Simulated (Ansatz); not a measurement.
Method: DFT PBE, scalar-relativistic, plane waves, PAW in Ansatz. All cells share a 420 eV cutoff and Γ-centred k meshes spaced at most about 0.3 Å⁻¹ (about 0.25 or finer for metals, 2π included). No spin polarisation.

Formation energies are uncorrected and refer to the elements' standard structures at the same level.

All energies are static (0 K, no zero-point motion). The comparison covers the computed candidates alone. Spin–orbit coupling, which can matter for Te, is left out. The reference form of Te is held partly by dispersion forces, which this level lacks.

A search for Cd3Te5 gave 4 distinct relaxed structures. Coordination counts Te atoms around Cd (those within 1.25 times the shortest such distance or 1.15 times the sum of covalent radii, 1.27 where that leaves under three). Cells relaxed within their symmetry can be saddle points.

Question: What is the best candidate for Cd3Te5?

Answer: The one with space group Pm-3m (No. 221), reached from: random cell. It has a = 6.202 Å, 29.8 Å³/atom, no gap on the mesh. Cd is surrounded by 6 Te at 3.10 Å; Te on a site of symmetry 4/mmm has 2 Te at 3.10 Å and 4 Cd at 3.10 Å; Te on a site of symmetry m-3m has 6 Cd at 3.10 Å; around Te on a second site of symmetry m-3m lie 6 Te at 3.10 Å. Its energy over the elements is −0.20 eV/atom. A negative formation energy is needed for stability but isn't enough: competing phases decide. An observed structure of this formula, if there is one, may be missing.

```cif
data_structure
_symmetry_space_group_name_H-M 'Pm-3m'
_symmetry_Int_Tables_number 221
_cell_length_a 6.2022
_cell_length_b 6.2022
_cell_length_c 6.2022
_cell_angle_alpha 90.000
_cell_angle_beta 90.000
_cell_angle_gamma 90.000
_cell_volume 238.58
loop_
_atom_site_label
_atom_site_type_symbol
_atom_site_symmetry_multiplicity
_atom_site_Wyckoff_symbol
_atom_site_fract_x
_atom_site_fract_y
_atom_site_fract_z
_atom_site_occupancy
Cd1 Cd 3 d 0.50000 0.00000 0.00000 1
Te1 Te 3 c 0.00000 0.50000 0.50000 1
Te2 Te 1 a 0.00000 0.00000 0.00000 1
Te3 Te 1 b 0.50000 0.50000 0.50000 1
```

Question: How much higher is the P-43m structure with 39.2 Å³/atom and coordination Cd 4 (reached from: a cell proposed by chemical analogy)?

Answer: 76 meV/atom. It has no gap on its mesh.

Question: How much higher is the R-3m structure with 29.8 Å³/atom and coordination Cd 6 (reached from: a cell proposed by chemical analogy)?

Answer: 40 meV/atom. It has no gap on its mesh.
